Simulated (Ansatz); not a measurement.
TiSi2:

```xyz
6
Lattice="0.0000 4.1175 4.2629 2.3895 0.0000 4.2629 2.3895 4.1175 0.0000" Properties=species:S:1:pos:R:3 pbc="T T T"
Ti    3.5843    6.1763    6.3943
Ti    2.3895    4.1175    4.2629
Si    1.1948    3.3975    2.1314
Si    1.1948    0.7200    2.1314
Si    2.3895    1.3387    4.2629
Si    2.3895    6.8963    4.2629
```

The cell is a database's computed one.

Program: Ansatz 0.2.0. Alike in all runs: task projected density of states; potentials or basis Ansatz PAW; no spin polarisation; cell as given; k mesh 7 × 7 × 7; smearing fermi-dirac 0.05 eV.

Order these runs on this cell by their pressure, lowest first.
A. level r2SCAN; cutoff (eV) 500
B. level PBEsol; cutoff (eV) 420
C. level revPBE; cutoff (eV) 420
D. level LDA; cutoff (eV) 420
E. level PBE; cutoff (eV) 420

D (-5.1 GPa), B (-2.0 GPa), A (-0.2 GPa), E (2.1 GPa), C (4.0 GPa).

Caveats: the density of states is complete only up to the lowest level of the last band computed; the PAW data sets come from PBE, with cores solved anew for the run's functional, which leaves a small shift of forces and pressure (some runs).
